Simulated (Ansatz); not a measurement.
# Al (Fm-3m) in Ansatz: a series of runs

The runs below take Al through single point, equation of state, with PBE.

Program: Ansatz 0.2.0. These are calculated values, not measurements. Logs are shortened: lines on timing, memory, paths and dates and some standing lists are left out, and cuts for length are marked.

**What was measured.**

“The interpretation of polycrystalline coherent inelastic neutron scattering from aluminium”, 2013, pmc:3831299 quotes, for a bulk crystal of Al: bulk modulus 76.9 GPa.

The runs below are set against these values where they give the same quantity.

**1. The structure**

The structure is cubic, space group Fm-3m (No. 225). The conventional cell has a = 4.050 Å, b = 4.050 Å, c = 4.050 Å, α = 90.00°, β = 90.00°, γ = 90.00°. Around Al (site symmetry m-3m) lie 12 Al at 2.86 Å.

**2. Single point, PBE, 15.61 Å³/atom (volume scaled by 0.94)**

The input, input.yaml:

```yaml
crystal:
  lattice:
    - [0.0, 1.9834708509, 1.9834708509]
    - [1.9834708509, 0.0, 1.9834708509]
    - [1.9834708509, 1.9834708509, 0.0]
  atoms:
    - { symbol: Al, position: [0.0, 0.0, 0.0] }
hamiltonian:
  xc: pbe
  pseudopotentials: { kind: paw, source: jth }
kpoints:
  mp_grid: { grid: [11, 11, 11] }
scf:
  occupations: { method: fermi_dirac, width: 0.05 }
output:
  forces: true
  stress: true
  eigenvalues: true
  write_density: true
  write_potential: true
  elf: true
  volumetric_format: npy
```

Potentials or basis: JTH PAW.

Launch:

```sh
ansatz run input.yaml --threads 2 --pin off --max-ram 5120MiB --backend cpu --events-out ev --progress --plain --runs-dir out
```

What it wrote:

```text
Warning: the checks of this Al dataset prove no rule for summing its radial tables, as where they were carried onto another mesh than they were made on, and Gregory's rule is taken, under which a leading mesh point left out moves its sums only by what lay on the interval it spanned. That does not make them correct, and they differ from Quantum ESPRESSO's on this file; a re-export a fraction of a mesh step off can move them. hamiltonian.pseudopotentials.radial_quadrature: simpson_from_first_knot sums it by `pw.x`'s rule; on a PAW file no value gives `pw.x`'s numbers. What more to know: hamiltonian.pseudopotentials.radial_quadrature, in the input reference
Warning: RAYON_NUM_THREADS=2 ignored (pool sized by the plan → 2); use --threads N
Engine: ansatz 0.2.0, aarch64-unknown-linux-gnu
Pseudopotentials: kind: paw
Pseudopotential: Al, paw, valence charge 3, recommended cutoff 570 eV (normal), Al.paw.azcp
Functional definition: PBE
  parameter kappa = 0.804
  parameter beta = 0.06672455060314922
  exchange = pbe_x(kappa = kappa, mu = beta*pi^2/3)
  correlation = pbe_c(beta = beta)
Crystal: 1 atoms, lattice volume = 15.607 Å³
Basis set: ecut = 570 eV, 531 PW (Γ), exchange–correlation on 48×48×48 points (8 copies of the dense FFT grid, shifted against one another)
Bands: 6, of which v1, the nominal top of the filled ones, is band 2 counted from 1 (1 counted from 0)
Symmetry: 48 space group operations
Space group: Fm-3m (ITA 225), of the structure as read, at distance tolerance 2.5e-5 Å
k-points: 56 of 1331
Non-local potential: Al, projectors of the file, l = 0: 2, l = 1: 2
PAW form: soft (Blöchl's): semilocal exchange-correlation on the pseudo side does not see the compensation charge
PAW one-centre angular grid: Al, 110 points (default); XC on 64 Gauss nodes
Initial density: superposition of atomic densities (chi_scale 0.1, normalization cell)
Initial wavefunctions: pseudopotential atomic-orbital guess
Functional: x = pbe(κ = 0.804, μ = 0.2195149727645171), c = pbe(β = 0.06672455060314922)
SCF iter   1: F=—  HF=-537.459706 eV  |F-HF|=—  |Δ(HF+E_count)|=         —  Δρ=2.26e-2  dr2=7.35e-2  ethr=3.10e-3  ⟨swp⟩=6.5  Hψ=3900  notcnv=0
preconditioner: auto → none  [metal: Δε(μ)=0.091 eV  Ē_g=13.754 eV  σ=0.050 eV  W_gap=0.43  n_scr=0 (ndim 8)  ℏωp=16.3 eV  f_vac=0.003  D(μ)=0.49/eV (n_scr^D=0)]
SCF iter   2: F=—  HF=-537.448003 eV  |F-HF|=—  |Δ(HF+E_count)|=   1.17e-2  Δρ=1.09e-2  dr2=1.70e-2  ethr=2.45e-3  ⟨swp⟩=1.1  Hψ=788  notcnv=0
SCF iter   3: F=—  HF=-537.444321 eV  |F-HF|=—  |Δ(HF+E_count)|=   3.68e-3  Δρ=2.28e-4  dr2=7.64e-6  ethr=5.65e-4  ⟨swp⟩=1.2  Hψ=333  notcnv=0  defer=5
SCF iter   4: F=—  HF=-537.444307 eV  |F-HF|=—  |Δ(HF+E_count)|=   1.43e-5  Δρ=7.89e-5  dr2=9.81e-7  ethr=3.33e-9  ⟨swp⟩=14.7  Hψ=3096  notcnv=0
SCF iter   5: F=—  HF=-537.444306 eV  |F-HF|=—  |Δ(HF+E_count)|=   3.32e-7  Δρ=2.83e-5  dr2=1.26e-7  ethr=3.27e-8  ⟨swp⟩=1.0  Hψ=313  notcnv=0
SCF iter   6: F=-537.444306 eV  HF=-537.444306 eV  |F-HF|=3.11e-9  |Δ(HF+E_count)|=   5.39e-8  Δρ=6.05e-6  dr2=5.95e-9  ethr=3.33e-9  ⟨swp⟩=7.9  Hψ=1254  notcnv=0
SCF 1 converged in 6 iterations: F = -537.444306 eV  dr2 = 5.95e-9
SCF converged after 6 iterations
Free energy (F): -537.444306 eV
Harris-Foulkes:  -537.444306 eV  (|F-HF|=3.11e-9)
Internal energy: -537.440396 eV  (E = F + TS)
E sigma→0 (E₀):  -537.442351 eV
Entropy (-TS):   -0.003910 eV (-3.910 meV/atom)
Fermi energy:    8.525605 eV
--- Per-component energies (eV) ---
  E_band       = 11.823685
  E_kinetic    = 23.350556
  E_local      = 5.750496  (includes V_loc(G=0)·N_el)
  E_nonlocal   = 15.700327
  E_hartree    = 0.121197
  E_xc         = -29.525573
  E_vxc        = -30.515334  (∫ρ·V_xc dr)
  E_paw        = -477.945517  (= ΣΔE_a)
  E_vpaw       = -2.704774  (= ΣTr[D̂ρ^β])
  E_aug_tail   = 0.000006  (compensation charges beyond the density's cutoff)
  E_ewald      = -74.891887
  E_smearing   = -0.003910  (= −TS)
  E_closure    = 0.000000  (closes the sum)
  Σ components = -537.444306   (vs F -537.444306, Δ=0.00e0)
--- Forces (eV/Å), atoms counted from 1 ---
  atom   1  Al    -0.00000000    -0.00000000     0.00000000
  max |Σ_I F_I| component: 1.64e-32 eV/Å
--- Stress (GPa, compression-positive) ---
        4.957518      -0.000000      -0.000000
       -0.000000       4.957518      -0.000000
       -0.000000      -0.000000       4.957518
  P = ⅓ Tr σ = 4.9575 GPa (49.575 kbar)
--- Band table (eV; the first three rows and the last of 56) ---
  k-point 0: bands = ["-3.0013", "21.4602", "21.4602", "21.4602", "23.3606", "23.3606"]
  k-point 1: bands = ["-2.7683", "18.5320", "20.8889", "20.8889", "23.8979", "24.2949"]
  k-point 2: bands = ["-2.0719", "14.7675", "20.1756", "20.1756", "23.6111", "25.0770"]
  k-point 55: bands = ["7.0488", "7.3077", "8.8406", "10.9109", "22.9471", "25.9932"]
```

It took 0.59 s on 2 threads of Arm Neoverse V1, shared host; peak memory 0.24 GiB.

What came out:

| Item | Value |
| --- | --- |
| Free energy | -537.4443 eV |
| Pressure | 5.0 GPa |
| Band gap on the k mesh | none (metal or under the smearing width) |

**3. Single point, PBE, 15.94 Å³/atom (volume scaled by 0.96)**

The input, input.yaml:

```yaml
crystal:
  lattice:
    - [0.0, 1.9974394157, 1.9974394157]
    - [1.9974394157, 0.0, 1.9974394157]
    - [1.9974394157, 1.9974394157, 0.0]
  atoms:
    - { symbol: Al, position: [0.0, 0.0, 0.0] }
hamiltonian:
  xc: pbe
  pseudopotentials: { kind: paw, source: jth }
kpoints:
  mp_grid: { grid: [11, 11, 11] }
scf:
  occupations: { method: fermi_dirac, width: 0.05 }
output:
  forces: true
  stress: true
  eigenvalues: true
```

Potentials or basis: JTH PAW.

Launch:

```sh
ansatz run input.yaml --threads 2 --pin off --max-ram 5120MiB --backend cpu --events-out ev --progress --plain --runs-dir out
```

Run time: 0.43 s. Hardware: 2 threads of Arm Neoverse V1, shared host; peak memory 0.24 GiB.

Results (log left out):

```yaml
Free_energy: -537.4524 eV
Pressure: 2.9 GPa
Band_gap_on_the_k_mesh: none (metal or under the smearing width)
```

**4. Single point, PBE, 16.27 Å³/atom (volume scaled by 0.98)**

input.yaml, as its differences from that of step 3:

```diff
@@ -2,5 +2,5 @@
   lattice:
-    - [0.0, 1.9974394157, 1.9974394157]
-    - [1.9974394157, 0.0, 1.9974394157]
-    - [1.9974394157, 1.9974394157, 0.0]
+    - [0.0, 2.0112152952, 2.0112152952]
+    - [2.0112152952, 0.0, 2.0112152952]
+    - [2.0112152952, 2.0112152952, 0.0]
   atoms:
```

Launch:

```sh
ansatz run input.yaml --threads 2 --pin off --max-ram 5120MiB --backend cpu --events-out ev --progress --plain --runs-dir out
```

Run time: 0.45 s. Hardware: 2 threads of Arm Neoverse V1, shared host; peak memory 0.24 GiB.

It converged, with:

- Free energy: -537.4566 eV
- Pressure: 1.1 GPa
- Band gap on the k mesh: none (metal or under the smearing width)

**5. Single point, PBE, 16.60 Å³/atom**

input.yaml, as its differences from that of step 4:

```diff
@@ -2,5 +2,5 @@
   lattice:
-    - [0.0, 2.0112152952, 2.0112152952]
-    - [2.0112152952, 0.0, 2.0112152952]
-    - [2.0112152952, 2.0112152952, 0.0]
+    - [0.0, 2.024805, 2.024805]
+    - [2.024805, 0.0, 2.024805]
+    - [2.024805, 2.024805, 0.0]
   atoms:
```

Launch:

```sh
ansatz run input.yaml --threads 2 --pin off --max-ram 5120MiB --backend cpu --events-out ev --progress --plain --runs-dir out
```

It took 0.46 s on 2 threads of Arm Neoverse V1, shared host; peak memory 0.24 GiB.

Results (log left out):

* Free energy: -537.4571 eV
* Pressure: -0.5 GPa
* Band gap on the k mesh: none (metal or under the smearing width)

**6. Single point, PBE, 16.93 Å³/atom (volume scaled by 1.02)**

input.yaml, as its differences from that of step 5:

```diff
@@ -2,5 +2,5 @@
   lattice:
-    - [0.0, 2.024805, 2.024805]
-    - [2.024805, 0.0, 2.024805]
-    - [2.024805, 2.024805, 0.0]
+    - [0.0, 2.0382146954, 2.0382146954]
+    - [2.0382146954, 0.0, 2.0382146954]
+    - [2.0382146954, 2.0382146954, 0.0]
   atoms:
```

Potentials or basis: JTH PAW.

Launch:

```sh
ansatz run input.yaml --threads 2 --pin off --max-ram 5120MiB --backend cpu --events-out ev --progress --plain --runs-dir out
```

Run time: 0.45 s. Hardware: 2 threads of Arm Neoverse V1, shared host; peak memory 0.24 GiB.

The run converged. Its results:

- Free energy: -537.4545 eV
- Pressure: -2.0 GPa
- Band gap on the k mesh: none (metal or under the smearing width)

**7. Single point, PBE, 17.27 Å³/atom (volume scaled by 1.04)**

input.yaml, as its differences from that of step 6:

```diff
@@ -2,5 +2,5 @@
   lattice:
-    - [0.0, 2.0382146954, 2.0382146954]
-    - [2.0382146954, 0.0, 2.0382146954]
-    - [2.0382146954, 2.0382146954, 0.0]
+    - [0.0, 2.0514502267, 2.0514502267]
+    - [2.0514502267, 0.0, 2.0514502267]
+    - [2.0514502267, 2.0514502267, 0.0]
   atoms:
```

Launch:

```sh
ansatz run input.yaml --threads 2 --pin off --max-ram 5120MiB --backend cpu --events-out ev --progress --plain --runs-dir out
```

Wall time 0.44 s (2 threads of Arm Neoverse V1, shared host); peak memory 0.24 GiB.

Results (log left out):

| Item | Value |
| --- | --- |
| Free energy | -537.4490 eV |
| Pressure | -3.3 GPa |
| Band gap on the k mesh | none (metal or under the smearing width) |

**8. Single point, PBE, 17.60 Å³/atom (volume scaled by 1.06)**

input.yaml, as its differences from that of step 7:

```diff
@@ -2,5 +2,5 @@
   lattice:
-    - [0.0, 2.0514502267, 2.0514502267]
-    - [2.0514502267, 0.0, 2.0514502267]
-    - [2.0514502267, 2.0514502267, 0.0]
+    - [0.0, 2.0645171409, 2.0645171409]
+    - [2.0645171409, 0.0, 2.0645171409]
+    - [2.0645171409, 2.0645171409, 0.0]
   atoms:
```

Launch:

```sh
ansatz run input.yaml --threads 2 --pin off --max-ram 5120MiB --backend cpu --events-out ev --progress --plain --runs-dir out
```

Wall time 0.44 s (2 threads of Arm Neoverse V1, shared host); peak memory 0.24 GiB.

Results (log left out):

| Property | Result |
| --- | --- |
| Free energy | -537.4410 eV |
| Pressure | -4.5 GPa |
| Band gap on the k mesh | none (metal or under the smearing width) |

**9. Equation of state, PBE**

Potentials or basis: JTH PAW.

No new run: the results of the series are fitted here.

What came out:

```yaml
Equilibrium_volume: 16.49 Å³/atom
Bulk_modulus: 79 GPa
Pressure_derivative_of_the_bulk_modulus: 4.5
```

Energy against volume, from the lowest point:
```tsv
volume (Å³/atom)	energy (meV/atom)
15.607	12.84
15.939	4.71
16.271	0.56
16.603	0.00
16.935	2.63
17.267	8.14
17.599	16.19
```

**10. Comparison with measurements**

Step 9. Against the measured bulk modulus of Al, 76.9 GPa (quoted in “The interpretation of polycrystalline coherent inelastic neutron scattering from aluminium”, 2013, pmc:3831299), the calculated 79 GPa is off by +3.4 %. The fit is for a static lattice scaled at fixed shape and fixed fractional positions. The cell as given is a measured one (16.60 Å³/atom); PBE puts the equilibrium volume -0.7 % from it, thermal expansion not counted.
